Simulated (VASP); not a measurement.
The system is LiCl.

```
Cl Li
1.0
     0.00000    2.56477    2.56477
     2.56477    0.00000    2.56477
     2.56477    2.56477    0.00000
Cl Li
1 1
Direct
  0.50000 0.50000 0.50000
  0.00000 0.00000 0.00000
```

Base run:

- Program: VASP 6.6.1
- Functional: HSE03
- Potentials or basis: VASP PAW PBE potentials, release 64 (Cl, Li_sv)
- Cutoff: 520 eV
- k mesh: 6 × 6 × 6
- Occupations: gaussian, width 0.02 eV
- Spin: no spin polarisation

Its results: band gap on the k mesh 7.49 eV, direct.

Problem. The run is repeated on the same cell with these changes: functional from HSE03 to r2SCAN-EpsX. What comes out?

Solution. Band gap on the k mesh 9.63 eV, direct.

Not every run made on this cell is shown here.
